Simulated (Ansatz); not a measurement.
# Σ3 (111) boundary in bcc W with Si (substitutional): structure and resistance, part 2 of 2

Wanted: what the Σ3 (111) boundary in bcc W with Si (substitutional) costs an interconnect.

Ansatz 0.2.0; Ansatz plane-wave DFT, PBE, PAW files; relaxation of a bicrystal slab with its lowest layers held; PAW set soft_1 (the session's first sound run).

So far. Step 2 (Relaxing the bicrystal): The largest force component on a free atom ends at 0.0074 eV/Å, under the tolerance of 0.03, after 9 steps.

**3. Transmission across the boundary**

Bulk layers of each grain are laid under and over the relaxed boundary, and a lead is named in the middle of each, away from the free faces. The mesh across the current, 16×16, is finer than the density's, because channels open and close sharply across the zone. Energies from -0.1 to 0.1 eV in steps of 0.05 eV are too few for the program's thermal sum, so it prints no conductance; for a metal the transmission near the Fermi level serves, at a fraction of the cost.

This step: Ansatz plane-wave DFT, PBE, PAW files; ballistic transport by layer matching (Landauer), zero bias; boundary relaxed in a short slab, bulk layers laid on; PAW set soft_1 (Ansatz 0.2.0).

System of this step: Σ3 (111) boundary in bcc W with Si (substitutional). The cell holds 47 atoms: 46 W and 1 Si. Its edges and angles: a = 4.476 Å, b = 4.476 Å, c = 50.193 Å, α = 90.0°, β = 90.0°, γ = 120.0°. It derives from W. Regions: lower grain, 19 atoms (19 W); boundary, 13 atoms (12 W and 1 Si); upper grain, 15 atoms (15 W). Vacuum lies along c.

File input.yaml:

```yaml
crystal:
  lattice:
    - [4.4757030822, 0.0, 0.0]
    - [-2.2378515411, 3.876072569, 0.0]
    - [0.0, 0.0, 50.1934418106]
  atoms:
    - { symbol: W, position: [-8.3333333333, -16.6666666665, 0.0796916859] }
    - { symbol: W, position: [-7.9999999999, -15.9999999998, 0.0978932484] }
    - { symbol: W, position: [-7.6666666666, -15.3333333332, 0.1160948108] }
    - { symbol: W, position: [-7.3333333333, -14.6666666665, 0.1342963733] }
    - { symbol: W, position: [-6.9999999999, -13.9999999999, 0.1524979357] }
    - { symbol: W, position: [-6.6666666666, -13.3333333332, 0.1706994982] }
    - { symbol: W, position: [-6.3333333333, -12.6666666666, 0.1889010607] }
    - { symbol: W, position: [-5.9999999999, -11.9999999999, 0.2071026231] }
    - { symbol: W, position: [-5.6666666666, -11.3333333332, 0.2253041856] }
    - { symbol: W, position: [-5.3333333333, -10.6666666666, 0.243505748] }
    - { symbol: W, position: [-5.0, -9.9999999999, 0.2617073105] }
    - { symbol: W, position: [-4.6666666666, -9.3333333333, 0.2799088729] }
    - { symbol: W, position: [-4.3333333333, -8.6666666666, 0.2981104354] }
    - { symbol: W, position: [-4.0, -7.9999999999, 0.3163119978] }
    - { symbol: W, position: [-3.6666666666, -7.3333333333, 0.3345135603] }
    - { symbol: W, position: [-3.3333333333, -6.6666666666, 0.3527151228] }
    - { symbol: W, position: [-3.0, -6.0, 0.3709166852] }
    - { symbol: W, position: [-2.6666666667, -5.3333333333, 0.3891182477] }
    - { symbol: W, position: [-2.3333333333, -4.6666666667, 0.4073198101] }
    - { symbol: W, position: [0.0, 0.0, 0.4255213726] }
    - { symbol: W, position: [0.3333333333, 0.6666666667, 0.4436653145] }
    - { symbol: W, position: [0.6666666667, 0.3333333333, 0.4630687655] }
    - { symbol: W, position: [0.0, 0.0, 0.479386594] }
    - { symbol: W, position: [0.3333333333, 0.6666666667, 0.5002467596] }
    - { symbol: W, position: [0.6666666667, 0.3333333333, 0.5193619869] }
    - { symbol: Si, position: [0.0, 0.0, 0.5279714235] }
    - { symbol: W, position: [0.3333333333, 0.6666666667, 0.5548075646] }
    - { symbol: W, position: [0.0, 0.0, 0.5755022012] }
    - { symbol: W, position: [0.6666666667, 0.3333333333, 0.5916338268] }
    - { symbol: W, position: [0.3333333333, 0.6666666667, 0.6099976903] }
    - { symbol: W, position: [0.0, 0.0, 0.6292836457] }
    - { symbol: W, position: [0.6666666667, 0.3333333333, 0.6472848772] }
    - { symbol: W, position: [-2.6666666667, -5.3333333333, 0.6654864397] }
    - { symbol: W, position: [-3.0, -6.0, 0.6836880022] }
    - { symbol: W, position: [-3.3333333333, -6.6666666666, 0.7018895646] }
    - { symbol: W, position: [-3.6666666666, -7.3333333333, 0.7200911271] }
    - { symbol: W, position: [-4.0, -8.0, 0.7382926895] }
    - { symbol: W, position: [-4.3333333333, -8.6666666666, 0.756494252] }
    - { symbol: W, position: [-4.6666666666, -9.3333333333, 0.7746958144] }
    - { symbol: W, position: [-5.0, -9.9999999999, 0.7928973769] }
    - { symbol: W, position: [-5.3333333333, -10.6666666666, 0.8110989393] }
    - { symbol: W, position: [-5.6666666666, -11.3333333332, 0.8293005018] }
    - { symbol: W, position: [-6.0, -11.9999999999, 0.8475020643] }
    - { symbol: W, position: [-6.3333333333, -12.6666666666, 0.8657036267] }
    - { symbol: W, position: [-6.6666666666, -13.3333333332, 0.8839051892] }
    - { symbol: W, position: [-6.9999999999, -13.9999999999, 0.9021067516] }
    - { symbol: W, position: [-7.3333333333, -14.6666666665, 0.9203083141] }
kpoints:
  mp_grid: { grid: [7, 7, 1] }
hamiltonian:
  xc: pbe
  pseudopotentials: { kind: paw, azcp: { folder: soft_1 } }
scf:
  occupations: { method: fermi_dirac, width: 0.1 }
output:
  transmission:
    leads: [[10, 11], [38, 39]]
    kmesh: [16, 16]
    e_range: [-0.1, 0.1]
    de: 0.05
  write_potential: true
  write_density: true
  volumetric_format: npy
  elf: true
```

On the command line:

```sh
$ ansatz run input.yaml --threads 4 --pin off --max-ram 15360MiB --backend cpu --events-out ev --progress --plain --runs-dir out
```

Numbers of over 12 decimals in the logs are rounded to 6 here.

Log:

```text
[...]
Crystal: 47 atoms, lattice volume = 870.763 Å³
Basis set: ecut = 420 eV, 17069 PW (Γ)
Bands: 389, of which v1, the nominal top of the filled ones, is band 324 counted from 1 (323 counted from 0)
Symmetry: 6 space group operations
[...]
k-points: 8 of 49 (time reversal used)
[...]
SCF iter   1: F=—  HF=-478392.689126 eV  |F-HF|=—  |Δ(HF+E_count)|=         —  Δρ=6.13e-2  dr2=3.31e2  ethr=3.10e-3  ⟨swp⟩=7.0  Hψ=13030  notcnv=0
[...]
SCF iter  13: F=-478378.457837 eV  HF=-478378.457837 eV  |F-HF|=6.11e-9  |Δ(HF+E_count)|=   2.22e-8  Δρ=7.97e-7  dr2=1.53e-8  ethr=1.54e-11  ⟨swp⟩=14.9  Hψ=9004  notcnv=0
SCF 1 converged in 13 iterations: F = -478378.457837 eV  dr2 = 1.53e-8
[...]
transmission: 144 of 1440 steps passed
transmission: 288 of 1440 steps passed
[...]
transmission: 1440 of 1440 steps passed
WARN: The output density's exchange-correlation potential varies sharply where the density is thin. Do not read a vacuum level from v_tot or v_xc, or from such a field of the output density. On a cell that repeats whose density bears no net charge and no dipole along the vacuum's axis use v_es (v_loc + v_h of the components); under efield.dipole_correction with no amplitude use v_es + v_field, which holds any externa [...]
SCF converged after 13 iterations
Free energy (F): -478378.457837 eV
[...]
Internal energy: -478377.594349 eV  (E = F + TS)
E sigma→0 (E₀):  -478378.026093 eV
Entropy (-TS):   -0.863487 eV (-18.372 meV/atom)
Fermi energy:    18.359917 eV
[...]
--- Band table (eV; the first three rows and the last of 8) ---
  k-point 0: bands = [... 320 lower, 17.9108, 18.1495, 18.4278, 18.7909, 18.8187, 18.8516, 18.8516, 19.0284, ... 61 higher]
  k-point 1: bands = [... 320 lower, 18.0146, 18.2300, 18.3980, 18.5250, 18.6401, 18.8360, 18.9269, 19.0543, ... 61 higher]
  k-point 2: bands = [... 320 lower, 18.1889, 18.2325, 18.2552, 18.3157, 18.3591, 18.4772, 18.5763, 18.6644, ... 61 higher]
  k-point 7: bands = [... 320 lower, 17.6211, 17.7487, 17.9222, 17.9226, 18.3608, 18.4904, 18.5775, 18.6135, ... 61 higher]
--- Transmission ---
  basis      : 151 plane waves across, 48 finite elements along
  points     : 30, standing for a mesh of 16 x 16
  energies   : 5 from -0.100000 to 0.100000 eV about the Fermi level, 0.050000 eV apart; the leads are filled to 0.000000 eV, and channels, transmission and decay are at 0.000000 eV
  crystal 0  : W3, at the sites [10, 11], period 2.7408 Å, over 19.19 Å; its Hamiltonian steps by up to 38.6 meV: too much for a lead, lay more layers or, if its atoms are ordered, name the step of that order
    offset         : up to 0.0000 Å between an atom of the period and one for which it stands
    channels       : 2.117188e0 a spin
    conductance    : none, the energies end too early or step too widely for 300 K: set another output.transmission.e_range or a lower de, or, where they end at an eighth of basis.ecutwfc, a higher one
    slowest decay  : 0.0653 /Å at (0.3125, 0.2500)
[...]
channels       : 2.117188e0 a spin
[...]
slowest decay  : 0.0641 /Å at (0.3125, 0.2500)
  junction   : crystal 0 to crystal 1, 13.35 to 36.84 Å
    transmission   : 7.458176e-1 a spin
[...]
```

Elapsed: 8 min, on 4 threads of Arm Neoverse V1, shared host; peak memory 6.9 GiB; 29 min of CPU time.

This step gave:

```
free energy                                    : -478378.4578 eV
energy at zero smearing                        : -478378.0261 eV
Fermi energy                                   : 18.36 eV
cell area                                      : 17.35 Å²
transmission per spin nearest the Fermi level  : 0.7458
open channels per spin nearest the Fermi level : 2.117
open channels per spin, upper lead             : 2.117
step of the lead's potential                   : 38.6 meV
step of the upper lead's potential             : 37.6 meV
```

Per spin. Table of transmission, zone mean by energy, zero at the Fermi level:

```csv
energy (eV),"transmission, zone mean"
-0.1000,0.671
-0.0500,0.695
0.0000,0.746
0.0500,0.770
0.1000,0.799
```

Per spin. Open channels, zone mean against energy, zero at the Fermi level:

```csv
energy (eV),lead,upper lead
-0.1000,1.91,1.91
-0.0500,2.05,2.05
0.0000,2.12,2.12
0.0500,2.07,2.07
0.1000,2.19,2.21
```

Transmission over k1 and k2. At 0.0000 eV from the Fermi level.

Ten even steps from '_' (0.00) to '@' (1.76):
```
****++--....--++****++..____..++
==++++**::__::**++++==..______..
__--**@@**====**@@**--__________
__..::**++******++**::..________
__..__==**##****##**==__..__....
==--::==****======****==::--==++
**++********==----==********++**
##**++@@++##==------==##++@@++**
****++********==----==********++
==++==--::==****======****==::--
__....__..__==**##****##**==__..
__________..::**++******++**::..
____________--**@@**====**@@**--
==..______..==++++**::__::**++++
**++..____..++****++--....--++**
##**==______==**##**==______==**
```
Columns: k1 (b1) from -0.5 to 0.438; rows upwards: k2 (b2) from -0.5 to 0.438.

Open channels over k1 and k2. At 0.0000 eV from the Fermi level.

Values, 16 rows by 16 columns:
```
4.00 5.00 5.00 2.00 1.00 1.00 2.00 5.00 5.00 4.00 3.00 1.00 0.00 0.00 1.00 3.00
3.00 5.00 4.00 2.00 2.00 1.00 2.00 2.00 4.00 5.00 3.00 1.00 0.00 0.00 0.00 1.00
1.00 2.00 2.00 3.00 3.00 2.00 2.00 3.00 3.00 2.00 2.00 1.00 0.00 0.00 0.00 0.00
0.00 1.00 2.00 3.00 2.00 2.00 2.00 2.00 2.00 3.00 2.00 1.00 0.00 0.00 0.00 0.00
1.00 1.00 1.00 2.00 2.00 2.00 2.00 2.00 2.00 2.00 2.00 1.00 1.00 1.00 1.00 1.00
3.00 2.00 2.00 2.00 2.00 2.00 2.00 2.00 2.00 2.00 2.00 2.00 2.00 2.00 3.00 3.00
4.00 5.00 2.00 3.00 2.00 2.00 2.00 2.00 2.00 2.00 2.00 2.00 3.00 2.00 5.00 4.00
4.00 5.00 4.00 3.00 2.00 2.00 2.00 2.00 2.00 2.00 2.00 2.00 2.00 3.00 4.00 5.00
4.00 4.00 5.00 2.00 3.00 2.00 2.00 2.00 2.00 2.00 2.00 2.00 2.00 3.00 2.00 5.00
3.00 3.00 3.00 2.00 2.00 2.00 2.00 2.00 2.00 2.00 2.00 2.00 2.00 2.00 2.00 2.00
1.00 1.00 1.00 1.00 1.00 1.00 2.00 2.00 2.00 2.00 2.00 2.00 2.00 2.00 1.00 1.00
0.00 0.00 0.00 0.00 0.00 1.00 2.00 3.00 2.00 2.00 2.00 2.00 2.00 3.00 2.00 1.00
1.00 0.00 0.00 0.00 0.00 1.00 2.00 2.00 3.00 3.00 2.00 2.00 3.00 3.00 2.00 2.00
3.00 1.00 0.00 0.00 0.00 1.00 3.00 5.00 4.00 2.00 2.00 1.00 2.00 2.00 4.00 5.00
4.00 3.00 1.00 0.00 0.00 1.00 3.00 4.00 5.00 5.00 2.00 1.00 1.00 2.00 5.00 5.00
4.00 4.00 3.00 1.00 0.00 1.00 3.00 4.00 4.00 4.00 3.00 1.00 0.00 1.00 3.00 4.00
```
Columns: k1 (b1) from -0.5 to 0.438; rows upwards: k2 (b2) from -0.5 to 0.438.

ELF in the ca plane at fractional y = 0.000, with atoms of W and Si within 0.2 Å of it. It is the smooth field of the valence electrons, not physical close to the nuclei.

Values, 7 rows by 16 columns, each cell a mean:
```
0.58 0.39 0.44 0.56 0.33 0.51 0.49 0.53 0.41 0.51 0.55 0.45 0.39 0.58 0.38 0.45
0.33 0.39 0.35 0.32 0.43 0.33 0.31 0.51 0.57 0.44 0.33 0.35 0.39 0.33 0.40 0.34
0.43 0.41 0.41 0.43 0.41 0.42 0.42 0.40 0.41 0.31 0.44 0.41 0.40 0.42 0.41 0.41
0.38 0.35 0.35 0.37 0.36 0.34 0.37 0.40 0.39 0.26 0.38 0.35 0.34 0.37 0.35 0.35
0.41 0.43 0.43 0.41 0.44 0.42 0.41 0.42 0.45 0.35 0.43 0.43 0.43 0.41 0.44 0.42
0.41 0.35 0.33 0.39 0.38 0.36 0.33 0.54 0.56 0.46 0.38 0.34 0.35 0.41 0.36 0.33
0.49 0.43 0.48 0.49 0.35 0.50 0.50 0.51 0.38 0.54 0.50 0.49 0.43 0.49 0.42 0.49
```
Columns run along c (16.0 Å, from fractional 0.36 to 0.68 of the cell), rows up along a (4.5 Å). Atoms in or near the plane, at fractional coordinates: W at (0.37, 0.00), W at (0.43, 0.00), W at (0.48, 0.00), Si at (0.53, 0.00), W at (0.58, 0.00), W at (0.63, 0.00).

Electrostatic potential energy in the ca plane at fractional y = 0.000, with atoms of W and Si within 0.2 Å of it. With pseudopotentials it is smooth inside the atoms' cores, unlike the true potential.

Ten even steps from '0' (-27 eV) to '9' (19 eV), each cell a mean:
```
00038850000587200037733426730002786100058830
21269973114898521268863358962125898411379962
76799998778999876799998899997678999876899997
99999999999999999999999999999999999999999999
99999999999999999999999999999999999999999999
99999899999999999999999999999999989999998999
99999999999999999999999999999999999999999999
99999999999999999999999999999999999999999999
88899999889999988899999999999889999988999998
43579986446899743579986679985347998644689985
00048961001698300048842237851003797200169840
00027840000586100027726726730001685000048720
```
Columns run along c (16.0 Å, from fractional 0.36 to 0.68 of the cell; values clipped at the 3rd and 97th percentile), rows up along a (4.5 Å). Atoms in or near the plane, at fractional coordinates: W at (0.37, 0.00), W at (0.43, 0.00), W at (0.48, 0.00), Si at (0.53, 0.00), W at (0.58, 0.00), W at (0.63, 0.00).

Valence density in the ca plane at fractional y = 0.000, with atoms of W and Si within 0.2 Å of it. It is the smooth field of the valence electrons, not physical close to the nuclei.

Ten even steps from '0' (0.2 e/Å³) to '9' (5.6 e/Å³), each cell a mean:
```
89830016995100389820000000027994001599610028
35310002442000135310000000003531000144200003
00000000000000000000000000000000000000000000
00000000000000000000000000000000000000000000
00000000000000000000000000000000000000000000
00000000000000000000000000000000000000000000
00000000000000000000000000000000000000000000
00000000000000000000000000000000000000000000
00000000000000000000000000000000000000000000
12100001221000012100000000001210000022100001
68610014774000268510000000015862000378410015
99930017997101499930000000039995101699720039
```
Columns run along c (16.0 Å, from fractional 0.36 to 0.68 of the cell), rows up along a (4.5 Å). Atoms in or near the plane, at fractional coordinates: W at (0.37, 0.00), W at (0.43, 0.00), W at (0.48, 0.00), Si at (0.53, 0.00), W at (0.58, 0.00), W at (0.63, 0.00).

Over the solved energies the transmission per spin lies between 0.671 and 0.799, out of 2.07 channels of the lead on average (up to 2.19). The log calls the step of a lead's potential too much.

**4. Specific resistance**

This step: Ansatz plane-wave DFT, PBE, PAW files; ballistic transport by layer matching (Landauer), zero bias; specific resistance of the boundary; PAW set soft_1 (Ansatz 0.2.0).

Numbers from this step:

* area resistance: 1.959 fΩ m²
* T over the leads' mean channel count: 0.3559

Averaged over the energies near the Fermi level, 35.6 % of the channels pass, which makes 1.96 fΩ m².

By hand, with T and the leads' channels N averaged over the energies near the Fermi level: RA = A (h/2e²)(1/T − ½[1/N₁ + 1/N₂]) = 17.35×10⁻²⁰ m² × 12 906 Ω × (1/0.7360 − ½[1/2.066 + 1/2.070]) = 1.96 fΩ m².

**5. Summary of results**

| Quantity | Value |
| --- | --- |
| specific resistance of the boundary | 1.96 fΩ m² |
| share of channels that pass | 0.356 |

In words: The boundary has a specific resistance of 2.0 fΩ m². The boundary reflects 64 % of the channels; 2.0 fΩ m² is 20×10⁻¹² Ω·cm². That equals the resistance of 36 nm of bulk W at 300 K (measured 5.44 µΩ cm, CRC Handbook of Chemistry and Physics, 84th ed., 2003, Electrical Resistivity of Pure Metals). One Si in 17.3 Å² of boundary is a high coverage. Each plane of this narrow cell holds one atom, so the solute fills a whole plane. One starting structure was relaxed; another shift or atom count at the boundary may lie lower. Spin-orbit coupling is left out, which matters for W. A lead's potential steps by up to 39 meV from period to period, which the log calls too much, so longer leads could move the result.

[Logs are printed without paths, hosts, clocks, repeated set-up lines and the standing remarks that a program may print on its own settings, such as how far it seeks lower states.]

[Hosts, paths, dates, database ids (printed as entryN), source tags and the programs' standing remarks are cut or masked in the printed files.]
